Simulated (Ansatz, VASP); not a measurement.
**KF in VASP and in Ansatz**

```
CELL_PARAMETERS angstrom
2.99824 0.00000 0.00000
0.00000 2.99824 0.00000
0.00000 0.00000 2.99824
ATOMIC_POSITIONS crystal
K 0.00000 0.00000 0.00000
F 0.50000 0.50000 0.50000
```

Change from the starting cell: strain -0.080 along x and y, -0.080 along z, atoms carried along.

Alike in both runs: task single point; functional PBEsol; k mesh 8 × 8 × 8; occupations gaussian, width 0.05 eV; no spin polarisation.

|  | VASP | Ansatz |
| --- | --- | --- |
| version | VASP 6.6.1 | Ansatz 0.2.0 |
| potentials or method | VASP PAW PBE potentials, release 64 (K_sv, F) | scalar-relativistic, plane waves, PAW |
| plane-wave cutoff (eV) | 520 | 420 |
| valence electrons in the cell | 16 | 16 |

```tsv
	VASP	Ansatz	Ansatz less VASP
gap on the k mesh at the Fermi level (eV)	8.10	8.12	+0.023
least direct gap on the mesh (eV)	8.10	8.12	+0.023
pressure (GPa)	10.8	10.4	-0.43
```

With one functional, cell and mesh, what is left measures potentials, basis and numerics.

Caveats: the PAW data sets were made with another functional, which shifts forces and pressure a little (VASP). A k mesh can miss the band edges.
